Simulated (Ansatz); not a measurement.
# GaSb (F-43m) in Ansatz: further runs

The runs below take GaSb through relaxation of cell and atoms, with RPBE+D4, revPBE+D3(BJ).

Everything below comes from runs of Ansatz 0.2.0. Logs are shortened: lines on timing, memory, paths and dates and some standing lists are left out, and cuts for length are marked.

## Step 1: Starting point

Symmetry: F-43m, No. 216, cubic system. Conventional cell: a = 6.118 Å, b = 6.118 Å, c = 6.118 Å, α = 90.00°, β = 90.00°, γ = 90.00°. Sb (site symmetry -43m) has 4 Ga at 2.65 Å as nearest neighbours. Ga (site symmetry -43m) has 4 Sb at 2.65 Å as nearest neighbours.

## Step 2: Relaxation of cell and atoms, RPBE+D4

File input.yaml:

```yaml
crystal:
  lattice:
    - [0.0, 3.059, 3.059]
    - [3.059, 0.0, 3.059]
    - [3.059, 3.059, 0.0]
  atoms:
    - { symbol: Sb, position: [0.75, 0.75, 0.75] }
    - { symbol: Ga, position: [0.0, 0.0, 0.0] }
hamiltonian:
  xc: rpbe
  pseudopotentials: { kind: paw }
  dispersion: d4
kpoints:
  mp_grid: { grid: [8, 8, 8] }
scf:
  occupations: { method: fermi_dirac, width: 0.05 }
output:
  forces: true
  stress: true
  eigenvalues: true
relax:
  f_tol: 0.01
  max_steps: 40
  cell: { stress_tol: 0.05 }
```

Potentials or basis: Ansatz PAW.

Command:

```
ansatz run input.yaml --threads 2 --pin off --max-ram 5632MiB --backend cpu --events-out ev --progress --plain --runs-dir out
```

What it wrote:

```text
Warning: RAYON_NUM_THREADS=2 ignored (pool sized by the plan → 2); use --threads N
Engine: ansatz 0.2.0, x86_64-unknown-linux-gnu
Pseudopotentials: kind: paw
Pseudopotential: Sb, paw, valence charge 15, recommended cutoff 420 eV (normal), Sb.paw.azcp
Pseudopotential: Ga, paw, valence charge 13, recommended cutoff 420 eV (normal), Ga.paw.azcp
Functional definition: RPBE
  parameter kappa = 0.804
  parameter beta = 0.06672455060314922
  exchange = rpbe_x(kappa = kappa, mu = beta*pi^2/3)
  correlation = pbe_c(beta = beta)
Crystal: 2 atoms, lattice volume = 57.249 Å³
Basis set: ecut = 420 eV, 1139 PW (Γ), exchange–correlation on 60×60×60 points (8 copies of the dense FFT grid, shifted against one another)
Bands: 18, of which v1, the nominal top of the filled ones, is band 14 counted from 1 (13 counted from 0)
Symmetry: 24 space group operations
Space group: F-43m (ITA 216), of the structure as read, at distance tolerance 3.9e-5 Å
k-points: 29 of 512 (time reversal used)
Non-local potential: Sb, projectors of the file, l = 0: 2, l = 1: 2, l = 2: 2, l = 3: 2
Non-local potential: Ga, projectors of the file, l = 0: 2, l = 1: 2, l = 2: 3, l = 3: 1
PAW form: soft (Blöchl's): semilocal exchange-correlation on the pseudo side does not see the compensation charge
PAW frozen core: Sb, regenerated for the run's functional, and the local potential with it (the file was generated under x = pbe(κ = 0.804, μ = 0.2195149727645171), c = pbe(β = 0.06672455060314922))
PAW frozen core: Ga, regenerated for the run's functional, and the local potential with it (the file was generated under x = pbe(κ = 0.804, μ = 0.2195149727645171), c = pbe(β = 0.06672455060314922))
PAW one-centre angular grid: Sb, 590 points (default); XC on 64 Gauss nodes
PAW one-centre angular grid: Ga, 590 points (default); XC on 64 Gauss nodes
Initial density: superposition of atomic densities (neutral atoms: chi_scale 0, normalization atom), corrected by the library's trained network
Initial wavefunctions: pseudopotential atomic-orbital guess
Functional: x = rpbe, c = pbe(β = 0.06672455060314922)
SCF iter   1: F=—  HF=-10283.609110 eV  |F-HF|=—  |Δ(HF+E_count)|=         —  Δρ=3.00e-3  dr2=1.90e-3  ethr=1.77e-3  ⟨swp⟩=6.1  Hψ=2655  notcnv=0
preconditioner: auto → none  [insulator: Δε(μ)=0.127 eV  Ē_g=14.641 eV  σ=0.050 eV  W_gap=0.51  n_scr=14 (ndim 8)  ℏωp=20.8 eV  f_vac=0.091  D(μ)=0.04/eV (n_scr^D=0)  ε∞_Penn≈3.0]
[... 34 lines left out ...]
preconditioner: auto → none  [insulator: Δε(μ)=0.278 eV  Ē_g=14.691 eV  σ=0.050 eV  W_gap=0.87  n_scr=14 (ndim 8)  ℏωp=21.0 eV  f_vac=0.084  D(μ)=0.02/eV (n_scr^D=0)  ε∞_Penn≈3.0]
SCF iter   2: F=—  HF=-10283.611276 eV  |F-HF|=—  |Δ(HF+E_count)|=   1.86e-6  Δρ=1.80e-5  dr2=7.41e-8  ethr=1.76e-10  ⟨swp⟩=2.9  Hψ=1091  notcnv=0
SCF iter   3: F=—  HF=-10283.611276 eV  |F-HF|=—  |Δ(HF+E_count)|=   4.82e-8  Δρ=4.67e-6  dr2=5.50e-9  ethr=1.76e-10  ⟨swp⟩=2.0  Hψ=784  notcnv=0
SCF iter   4: F=—  HF=-10283.611276 eV  |F-HF|=—  |Δ(HF+E_count)|=   1.11e-8  Δρ=9.39e-7  dr2=5.22e-10  ethr=1.96e-11  ⟨swp⟩=2.0  Hψ=786  notcnv=0
SCF iter   5: F=—  HF=-10283.611276 eV  |F-HF|=—  |Δ(HF+E_count)|=  3.67e-10  Δρ=4.07e-7  dr2=5.67e-11  ethr=1.87e-12  ⟨swp⟩=3.0  Hψ=929  notcnv=0
SCF iter   6: F=-10283.611276 eV  HF=-10283.611276 eV  |F-HF|=0.00e0  |Δ(HF+E_count)|=  2.62e-10  Δρ=8.37e-8  dr2=3.26e-12  ethr=1.00e-12  ⟨swp⟩=6.7  Hψ=2267  notcnv=0
SCF 4 converged in 6 iterations: F = -10283.611276 eV  dr2 = 3.26e-12
relax step   4: F+E_penalty+E_count = -10283.61127597 eV  Δ(F+E_penalty+E_count) = +2.789e-4 eV  max|allowed force component| = 3.816e-17 eV/Å  Δτ_max = 0.0000 Å  P = -0.014 GPa  Ω = 56.102 Å³  stress off target by 1.44e-2 GPa  SCF on the basis re-selected at this cell (its energy is not comparable with the rows above)  (6 SCF iters)
basis re-selected at this cell: Δ(F+E_penalty+E_count) = +2.789e-4 eV, ΔP = +0.003 GPa vs the last step (what re-selecting the basis moved, of the pressure what is left beyond the Pulay correction that the steps carried, after the strain that the cell walked since its last selection, with what the two solves' SCF thresholds leave and, on support functions, any second-order correction that the steps lacked; it is no measure of the basis error at this ecutwfc). This SCF's stress stands 1.44e-2 GPa from its target on what of the cell is left free (relax.cell.stress_tol is 5.00e-2 GPa) and its largest allowed force component is 3.82e-17 eV/Å (relax.f_tol is 1.00e-2 eV/Å): within both
SCF converged after 6 iterations
Free energy (F): -10283.611276 eV
Harris-Foulkes:  -10283.611276 eV  (|F-HF|=0.00e0)
Internal energy: -10283.611113 eV  (E = F + TS)
E sigma→0 (E₀):  -10283.611195 eV
Entropy (-TS):   -0.000163 eV (-0.081 meV/atom)
Fermi energy:    8.254307 eV
--- Per-component energies (eV) ---
  E_band       = -251.469266
  E_kinetic    = 323.259603
  E_local      = -3886.314234  (includes V_loc(G=0)·N_el)
  E_nonlocal   = 786.684415
  E_hartree    = 1792.328175
  E_xc         = -207.810127
  E_vxc        = -153.938354  (∫ρ·V_xc dr)
  E_paw        = -6579.297021  (= ΣΔE_a)
  E_vpaw       = -905.816862  (= ΣTr[D̂ρ^β])
  E_aug_tail   = -0.000113  (compensation charges beyond the density's cutoff)
  E_ewald      = -2510.798227
  E_disp       = -1.529692  (pairwise vdW)
  E_core_change = -0.133891  (= ΣΔE_core)
  E_smearing   = -0.000163  (= −TS)
  E_closure    = 0.000000  (closes the sum)
  Σ components = -10283.611276   (vs F -10283.611276, Δ=0.00e0)
--- Forces (eV/Å), atoms counted from 1 ---
  atom   1  Sb     0.00000000    -0.00000000    -0.00000000
  atom   2  Ga    -0.00000000     0.00000000     0.00000000
  max |Σ_I F_I| component: 2.08e-17 eV/Å
--- Stress (GPa, compression-positive) ---
       -0.014444      -0.000000      -0.000000
       -0.000000      -0.014444       0.000000
       -0.000000       0.000000      -0.014444
  P = ⅓ Tr σ = -0.0144 GPa (-0.144 kbar)
--- Band table (eV; the first three rows and the last of 29) ---
  k-point 0: bands = ["-20.7241", "-20.7241", "-20.7241", "-20.7034", "-20.7034", "-6.9378", "-6.9378", "-6.9378", "-6.8853", "-6.8853", "-3.5017", "8.0860", "8.0860", "8.0860", "8.3639", "10.8818", "10.8818", "10.8818"]
  k-point 1: bands = ["-20.7240", "-20.7236", "-20.7236", "-20.7033", "-20.7033", "-6.9425", "-6.9357", "-6.9357", "-6.8856", "-6.8856", "-3.3377", "6.1294", "7.8253", "7.8253", "9.2576", "11.2376", "11.2376", "11.6084"]
  k-point 2: bands = ["-20.7237", "-20.7225", "-20.7225", "-20.7030", "-20.7030", "-6.9535", "-6.9312", "-6.9312", "-6.8860", "-6.8860", "-2.8702", "4.0632", "7.3653", "7.3653", "9.0195", "11.7662", "11.7662", "13.4698"]
  k-point 28: bands = ["-20.7233", "-20.7216", "-20.7176", "-20.7040", "-20.7013", "-6.9810", "-6.9177", "-6.9129", "-6.8916", "-6.8863", "-0.9264", "1.3648", "4.6722", "4.8974", "11.8884", "12.5126", "12.6003", "12.9231"]
--- Relaxed structure (3 steps of the walk, 3 accepted, 1 SCFs on fresh bases) ---
  F+E_penalty+E_count = -10283.61127597 eV   max|allowed force component| = 3.816e-17 eV/Å   (the final SCF, on the basis selected at the relaxed cell)
  cell:  # Å, volume = 56.1022 Å³
    - [-1.8263724130410133e-33, 3.0384355700286423, 3.0384355700286423]
    - [3.0384355700286423, 3.4648529823690016e-33, 3.0384355700286423]
    - [3.0384355700286423, 3.0384355700286423, 3.319953340183533e-33]
  atoms:
    - { symbol: Sb, position: [0.7499999999999998, 0.7499999999999998, 0.7499999999999998] }
    - { symbol: Ga, position: [1.4565933878459908e-33, -1.907802865936059e-33, -1.3660891611360642e-33] }
```

Wall time 9.5 s (2 threads of Intel Xeon at 2.70GHz, shared host); peak memory 0.4 GiB.

Results:

```
Free energy                            : -10283.6113 eV
Relaxed volume                         : 28.05 Å³/atom
Relaxed cell                           : a = 4.297 Å, b = 4.297 Å, c = 4.297 Å, α = 60.00°, β = 60.00°, γ = 60.00°
Space group after relaxing (to 0.05 Å) : F-43m (No. 216)
Energy gained by relaxing              : 1.9 meV/atom
Ionic steps                            : 4
Pressure after relaxing                : 0.0 GPa
Band gap on the k mesh                 : 0.28 eV, direct
```

Step by step:
```tsv
step	energy change (eV)	largest force (eV/Å)	volume (Å³)
1	0.0000	0.0000	57.25
2	-0.0039	0.0000	55.74
3	-0.0041	0.0000	56.10
4	-0.0038	0.0000	56.10
```

Final structure:
```xyz
2
Lattice="0.0000 3.0384 3.0384 3.0384 0.0000 3.0384 3.0384 3.0384 0.0000" Properties=species:S:1:pos:R:3 pbc="T T T"
Sb    4.5577    4.5577    4.5577
Ga    0.0000    0.0000    0.0000
```

Caveat: the plane-wave basis is chosen anew once the cell has moved, so the energies of steps on either side of that aren't comparable; spin-orbit coupling is left out, which moves the levels of the heavy elements; the PAW data sets come from PBE, with cores solved anew for the run's functional, which leaves a small shift of forces and pressure. A k mesh can miss the band edges.

## Step 3: Relaxation of cell and atoms, revPBE+D3(BJ)

Changes to input.yaml since step 2:

```diff
@@ -9,5 +9,5 @@
 hamiltonian:
-  xc: rpbe
+  xc: revpbe
   pseudopotentials: { kind: paw }
-  dispersion: d4
+  dispersion: d3bj
 kpoints:
@@ -20,2 +20,6 @@
   eigenvalues: true
+  write_density: true
+  write_potential: true
+  elf: true
+  volumetric_format: npy
 relax:
```

Potentials or basis: Ansatz PAW.

Command:

```
ansatz run input.yaml --threads 2 --pin off --max-ram 5632MiB --backend cpu --events-out ev --progress --plain --runs-dir out
```

It took 13 s on 2 threads of Intel Xeon at 2.70GHz, shared host; peak memory 0.4 GiB.

The run converged. Its results:

```
Free energy                            : -10279.2533 eV
Relaxed volume                         : 28.39 Å³/atom
Relaxed cell                           : a = 4.314 Å, b = 4.314 Å, c = 4.314 Å, α = 60.00°, β = 60.00°, γ = 60.00°
Space group after relaxing (to 0.05 Å) : F-43m (No. 216)
Energy gained by relaxing              : 0.3 meV/atom
Ionic steps                            : 4
Pressure after relaxing                : 0.0 GPa
Band gap on the k mesh                 : 0.17 eV, direct
```

The path:
```csv
step,energy change (eV),largest force (eV/Å),volume (Å³)
1,0.0000,0.0000,57.25
2,-0.0007,0.0000,56.62
3,-0.0008,0.0000,56.77
4,-0.0007,0.0000,56.77
```

Final structure:
```cif
data_structure
_symmetry_space_group_name_H-M 'P 1'
_symmetry_Int_Tables_number 1
_cell_length_a 4.3140
_cell_length_b 4.3140
_cell_length_c 4.3140
_cell_angle_alpha 60.000
_cell_angle_beta 60.000
_cell_angle_gamma 60.000
_cell_volume 56.77
loop_
_atom_site_label
_atom_site_type_symbol
_atom_site_fract_x
_atom_site_fract_y
_atom_site_fract_z
_atom_site_occupancy
Sb1 Sb 0.75000 0.75000 0.75000 1
Ga1 Ga 0.00000 0.00000 0.00000 1
```

Levels at points of the mesh, in eV from the valence-band top:
| k point | band 10 | band 11 | band 12 | band 13 | band 14 | band 15 | band 16 | band 17 | band 18 |
| --- | --- | --- | --- | --- | --- | --- | --- | --- | --- |
| (0.00, 0.00, 0.00) | -14.95 | -11.51 | 0.00 | 0.00 | 0.00 | 0.17 | 2.80 | 2.80 | 2.80 |
| (0.00, 0.00, -0.50) | -14.95 | -9.87 | -6.37 | -1.16 | -1.16 | 0.48 | 3.78 | 3.78 | 6.60 |
| (0.00, -0.50, -0.50) | -14.95 | -9.03 | -6.81 | -2.59 | -2.59 | 0.96 | 1.31 | 8.80 | 8.80 |

Caveat: the plane-wave basis is chosen anew once the cell has moved, so the energies of steps on either side of that aren't comparable; spin-orbit coupling is left out, which moves the levels of the heavy elements; the PAW data sets come from PBE, with cores solved anew for the run's functional, which leaves a small shift of forces and pressure. A k mesh can miss the band edges.
